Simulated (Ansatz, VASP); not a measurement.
## SnTe in VASP and in Ansatz

```
Sn Te
1.0
     0.00000    3.20435    3.20435
     3.20435    0.00000    3.20435
     3.20435    3.20435    0.00000
Sn Te
1 1
Direct
  0.00000 0.00000 0.00000
  0.50000 0.50000 0.50000
```

Alike in both runs: functional PBE; k mesh 12 × 12 × 12; occupations fermi-dirac, width 0.05 eV; no spin polarisation.

Ansatz relaxed the structure, and its values are those at the end. VASP's run is a single point on that final structure, the one shown.

|  | VASP | Ansatz |
| --- | --- | --- |
| version | VASP 6.6.1 | Ansatz 0.2.0 |
| potentials or method | VASP PAW PBE potentials, release 64 (Sn_d, Te), cutoff 520 eV | all-electron LAPW, scalar-relativistic |

|  | VASP | Ansatz | Ansatz less VASP |
| --- | --- | --- | --- |
| pressure (GPa) | 0.0 | 0.0 | +0.07 |

Ansatz ran all-electron here, so the differences hold the error of VASP's frozen core and of both bases.
